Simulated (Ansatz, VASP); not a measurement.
Given: the input of a run of Ansatz 0.2.0 on Al2Cu.

File input.yaml:

```yaml
crystal:
  lattice:
    - [-2.0303375, 2.0303375, 2.851094]
    - [2.0303375, -2.0303375, 2.851094]
    - [2.0303375, 2.0303375, -2.851094]
  atoms:
    - { symbol: Cu, position: [0.5, 0.5, 0.0] }
    - { symbol: Al, position: [0.25, 0.75, 0.5] }
    - { symbol: Al, position: [0.75, 0.25, 0.5] }
hamiltonian:
  xc: pbe
  pseudopotentials: { kind: paw }
kpoints:
  mp_grid: { grid: [9, 9, 9] }
scf:
  occupations: { method: fermi_dirac, width: 0.05 }
output:
  forces: true
  stress: true
  eigenvalues: true
```

Potentials or basis: Ansatz PAW.

The run is started by

```bash
$ ansatz run input.yaml --threads 2 --pin off --max-ram 5120MiB --backend cpu --events-out ev --progress --plain --runs-dir out
```

Q: Set up the same calculation for VASP 6.6.1. Potentials there: VASP PAW PBE potentials, release 64 (Cu, Al).

A: As run (the cutoff follows the program's own potentials):

INCAR

```
PREC     = Accurate       # precision mode
ENCUT    = 520            # plane-wave cutoff, eV
EDIFF    = 1E-6           # SCF threshold, eV
ISMEAR   = -1             # smearing method
SIGMA    = 0.05           # smearing width, eV
LREAL    = F              # projectors in reciprocal space
LASPH    = T              # aspherical terms in the spheres
NELM     = 80             # most SCF steps
ALGO     = Fast           # electronic algorithm
ISIF     = 2              # what is computed and relaxed
LWAVE    = F              # write WAVECAR
LCHARG   = T              # write CHGCAR
GGA      = PE             # functional
LELF     = T              # ELF
LVHAR    = T            
NBANDS   = 16             # bands
```

The input KPOINTS:

```
regular mesh
0
Gamma
  9 9 9
```

POSCAR

```
Al2Cu
1.0
   -2.0303375000      2.0303375000      2.8510940000
    2.0303375000     -2.0303375000      2.8510940000
    2.0303375000      2.0303375000     -2.8510940000
Cu Al
1 2
Direct
    0.5000000000      0.5000000000      0.0000000000
    0.2500000000      0.7500000000      0.5000000000
    0.7500000000      0.2500000000      0.5000000000
```

Potentials or basis: VASP PAW PBE potentials, release 64 (Cu, Al).

Launch:

```console
$ cat potpaw_PBE.64/Cu/POTCAR potpaw_PBE.64/Al/POTCAR > POTCAR
$ mpirun -np 1 vasp_std > vasp.out
```

Both were run:

|  | VASP | Ansatz | Ansatz less VASP |
| --- | --- | --- | --- |
| gap on the k mesh at the Fermi level (eV) | none | none | - |
| pressure (GPa) | 3.0 | 2.9 | -0.06 |
| largest component of the traceless stress (GPa) | 0.09 | 0.10 | +0.011 |

A gap of «none» marks a metal or a gap that the smearing closes. The two sets of potentials don't hold the same shells in valence.
